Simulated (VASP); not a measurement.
# Al (Im-3m) in VASP: a series of runs, part 2 of 2

VASP 6.6.1. Earlier steps stand in the parts before.

## Step 4: Relaxation of cell and atoms, revPBE+D2

This run uses another cell than the first one: it holds 2 atoms, not 1.

Contents of INCAR:

```
SYSTEM = Al
PREC = Accurate ; ENCUT = 600
EDIFF = 1E-6 ; ISMEAR = -1
SIGMA = 0.1 ; LREAL = .False.
LASPH = .True. ; NELM = 60
ALGO = Normal ; ISIF = 3
LWAVE = .False. ; LCHARG = .False.
GGA = RE ; IVDW = 1
IBRION = 2 ; NSW = 60
EDIFFG = -0.01
```

Contents of Al.cif:

```cif
data_Al
_cell_length_a 3.18243738
_cell_length_b 3.18243738
_cell_length_c 3.18243738
_cell_angle_alpha 90.00000000
_cell_angle_beta 90.00000000
_cell_angle_gamma 90.00000000
_space_group_name_H-M_alt 'Im-3m'
_space_group_name_Hall '-I 4 2 3'
_space_group_IT_number 229
loop_
_space_group_symop_operation_xyz
'x,y,z'
'-x,-y,-z'
'-y,x,z'
'y,-x,-z'
'-x,-y,z'
'x,y,-z'
'y,-x,z'
'-y,x,-z'
'x,-y,-z'
'-x,y,z'
'-y,-x,-z'
'y,x,z'
'-x,y,-z'
'x,-y,z'
'y,x,-z'
'-y,-x,z'
'z,x,y'
'-z,-x,-y'
'z,-y,x'
'-z,y,-x'
'z,-x,-y'
'-z,x,y'
'z,y,-x'
'-z,-y,x'
'-z,x,-y'
'z,-x,y'
'-z,-y,-x'
'z,y,x'
'-z,-x,y'
'z,x,-y'
'-z,y,x'
'z,-y,-x'
'y,z,x'
'-y,-z,-x'
'x,z,-y'
'-x,-z,y'
'-y,z,-x'
'y,-z,x'
'-x,z,y'
'x,-z,-y'
'-y,-z,x'
'y,z,-x'
'-x,-z,-y'
'x,z,y'
'y,-z,-x'
'-y,z,x'
'x,-z,y'
'-x,z,-y'
'x+1/2,y+1/2,z+1/2'
'-x+1/2,-y+1/2,-z+1/2'
'-y+1/2,x+1/2,z+1/2'
'y+1/2,-x+1/2,-z+1/2'
'-x+1/2,-y+1/2,z+1/2'
'x+1/2,y+1/2,-z+1/2'
'y+1/2,-x+1/2,z+1/2'
'-y+1/2,x+1/2,-z+1/2'
'x+1/2,-y+1/2,-z+1/2'
'-x+1/2,y+1/2,z+1/2'
'-y+1/2,-x+1/2,-z+1/2'
'y+1/2,x+1/2,z+1/2'
'-x+1/2,y+1/2,-z+1/2'
'x+1/2,-y+1/2,z+1/2'
'y+1/2,x+1/2,-z+1/2'
'-y+1/2,-x+1/2,z+1/2'
'z+1/2,x+1/2,y+1/2'
'-z+1/2,-x+1/2,-y+1/2'
'z+1/2,-y+1/2,x+1/2'
'-z+1/2,y+1/2,-x+1/2'
'z+1/2,-x+1/2,-y+1/2'
'-z+1/2,x+1/2,y+1/2'
'z+1/2,y+1/2,-x+1/2'
'-z+1/2,-y+1/2,x+1/2'
'-z+1/2,x+1/2,-y+1/2'
'z+1/2,-x+1/2,y+1/2'
'-z+1/2,-y+1/2,-x+1/2'
'z+1/2,y+1/2,x+1/2'
'-z+1/2,-x+1/2,y+1/2'
'z+1/2,x+1/2,-y+1/2'
'-z+1/2,y+1/2,x+1/2'
'z+1/2,-y+1/2,-x+1/2'
'y+1/2,z+1/2,x+1/2'
'-y+1/2,-z+1/2,-x+1/2'
'x+1/2,z+1/2,-y+1/2'
'-x+1/2,-z+1/2,y+1/2'
'-y+1/2,z+1/2,-x+1/2'
'y+1/2,-z+1/2,x+1/2'
'-x+1/2,z+1/2,y+1/2'
'x+1/2,-z+1/2,-y+1/2'
'-y+1/2,-z+1/2,x+1/2'
'y+1/2,z+1/2,-x+1/2'
'-x+1/2,-z+1/2,-y+1/2'
'x+1/2,z+1/2,y+1/2'
'y+1/2,-z+1/2,-x+1/2'
'-y+1/2,z+1/2,x+1/2'
'x+1/2,-z+1/2,y+1/2'
'-x+1/2,z+1/2,-y+1/2'
loop_
_atom_site_label
_atom_site_type_symbol
_atom_site_symmetry_multiplicity
_atom_site_Wyckoff_symbol
_atom_site_fract_x
_atom_site_fract_y
_atom_site_fract_z
_atom_site_occupancy
Al1 Al 2 a 0.0000000000 0.0000000000 0.0000000000 1
```

Contents of KPOINTS:

```
Automatic mesh
0
Gamma
  8 8 8
  0 0 0
```

Contents of POSCAR:

```
Al
 1.0000000000000000
     3.1824373800000001    0.0000000000000000    0.0000000000000000
     0.0000000000000000    3.1824373800000001    0.0000000000000000
     0.0000000000000000    0.0000000000000000    3.1824373800000001
 Al 
   2
Cartesian
  0.0000000000000000  0.0000000000000000  0.0000000000000000
  1.5912186900000000  1.5912186900000000  1.5912186900000000
```

Potentials or basis: VASP PAW PBE potentials, release 64 (Al).

The run is started by

```console
$ ase convert -i cif -o vasp Al.cif POSCAR
$ cat potpaw_PBE.64/Al/POTCAR > POTCAR
$ mpirun -np 1 vasp_std > vasp.out
```

OUTCAR:

```text
SYSTEM = Al
   PREC = Accurate
   ENCUT = 600
   EDIFF = 1E-6
   ISMEAR = -1
   LREAL = .False.
   LASPH = .True.
   NELM = 60
   ISIF = 3
   GGA = RE
   IVDW = 1
   IBRION = 2
   NSW = 60
   EDIFFG = -0.01
  IVDW =   1

 ion  position               nearest neighbor table
   1  0.000  0.000  0.000-   2 2.76   2 2.76   2 2.76   2 2.76   2 2.76   2 2.76   2 2.76   2 2.76

   2  0.500  0.500  0.500-   1 2.76   1 2.76   1 2.76   1 2.76   1 2.76   1 2.76   1 2.76   1 2.76

  LATTYP: Found a simple cubic cell.
[... 507 lines left out ...]

  Number of pair interactions contributing to vdW energy:   45740

  Edisp (eV):   -0.93520

  FORCE on cell =-STRESS in cart. coord.  units (eV):
  Direction    XX          YY          ZZ          XY          YZ          ZX
  --------------------------------------------------------------------------------------
  -------------------------------------------------------------------------------------
  Total      -0.00388    -0.00388    -0.00388     0.00000    -0.00000     0.00000
  in kB      -0.18130    -0.18130    -0.18130     0.00000    -0.00000     0.00000
  external pressure =       -0.18 kB  Pullay stress =        0.00 kB

 VOLUME and BASIS-vectors are now :
 -----------------------------------------------------------------------------
  energy-cutoff  :      600.00
  volume of cell :       34.32
      direct lattice vectors                 reciprocal lattice vectors
     3.249711003  0.000000000  0.000000000     0.307719671 -0.000000000 -0.000000000
     0.000000000  3.249711003  0.000000000    -0.000000000  0.307719671  0.000000000
     0.000000000 -0.000000000  3.249711003    -0.000000000 -0.000000000  0.307719671

 POSITION                                       TOTAL-FORCE (eV/Angst)
 -----------------------------------------------------------------------------------
      3.24971      3.24971      3.24971         0.000000      0.000000     -0.000000
      1.62486      1.62486      1.62486        -0.000000     -0.000000      0.000000
 -----------------------------------------------------------------------------------
    total drift:                               -0.000000     -0.000000     -0.000000

  FREE ENERGIE OF THE ION-ELECTRON SYSTEM (eV)
  ---------------------------------------------------
  free  energy   TOTEN  =        -7.8331503568 eV

  energy  without entropy=       -7.7975581597  energy(sigma->0) =       -7.81535426

 reached required accuracy - stopping structural energy minimisation
```

Wall time 9.4 s (1 thread of Intel Xeon Platinum 8488C (Sapphire Rapids), shared host); peak memory 0.15 GiB.

What came out:

- Free energy: -7.8332 eV
- Relaxed volume: 17.16 Å³/atom
- Relaxed cell: a = 3.250 Å, b = 3.250 Å, c = 3.250 Å, α = 90.00°, β = 90.00°, γ = 90.00°
- Space group after relaxing (to 0.05 Å): Im-3m (No. 229)
- Energy gained by relaxing: 13.5 meV/atom
- Ionic steps: 2
- Pressure after relaxing: 0.0 GPa
- Band gap on the k mesh: none (metal or under the smearing width)
- Dispersion energy per atom: -0.468 eV

The path:
```tsv
step	energy change (eV)	largest force (eV/Å)	pressure (GPa)	volume (Å³)
1	0.0000	0.0000	4.36	32.23
2	-0.0270	0.0000	-0.02	34.32
```

Final structure:
```yaml
crystal:
  lattice:
    - [3.24971, 0.00000, 0.00000]
    - [0.00000, 3.24971, 0.00000]
    - [0.00000, 0.00000, 3.24971]
  atoms:
    - { symbol: Al, position: [0.00000, 0.00000, 0.00000] }
    - { symbol: Al, position: [0.50000, 0.50000, 0.50000] }
```

Caveat: atom-pairwise D2, TS and ULG terms overbind metals; the PAW data sets were made with another functional, which shifts forces and pressure a little; pairwise dispersion overbinds metals, which lowers pressure and volume.

## Step 5: The reference run

An earlier run on the cell as given: functional PBEsol; potentials or basis VASP PAW PBE potentials, release 64 (Al); cutoff 520 eV; k mesh 12 × 12 × 12; occupations fermi-dirac, width 0.05 eV; no spin polarisation.

- Pressure: 2.3 GPa
- Band gap on the k mesh: none (metal or under the smearing width)

## Step 6: The runs side by side

```tsv
task	level	potentials or basis	cell	k mesh	cutoff (eV)	smearing	optimiser	ladder	gap on the mesh (eV)	pressure (GPa)
electron localisation function	vdW-DF	VASP PAW PBE potentials, release 64 (Al)	as given	12 × 12 × 12	520	methfessel-paxton 0.1 eV	-	-	none	6.4
relaxation of the atoms	rev-vdW-DF2	VASP PAW PBE potentials, release 54 (Al)	atoms relaxed from: cell strained at random at fixed volume	12 × 12 × 12	500	fermi-dirac 0.05 eV	BFGSLineSearch	-	none	3.9
relaxation of cell and atoms	revPBE+D2	VASP PAW PBE potentials, release 64 (Al)	relaxed	8 × 8 × 8	600	fermi-dirac 0.1 eV	-	-	none	0.0
single point	PBEsol	VASP PAW PBE potentials, release 64 (Al)	as given	12 × 12 × 12	520	fermi-dirac 0.05 eV	-	free	none	2.3
```

Alike in all rows: no spin polarisation.

Caveats: the PAW data sets were made with another functional, which shifts forces and pressure a little; the relaxation stopped at its first step, so nothing moved (some runs); atom-pairwise D2, TS and ULG terms overbind metals (some runs); pairwise dispersion overbinds metals, which lowers pressure and volume (some runs).

Total energies depend on the potentials used, so only differences within one code and one set of settings carry meaning.
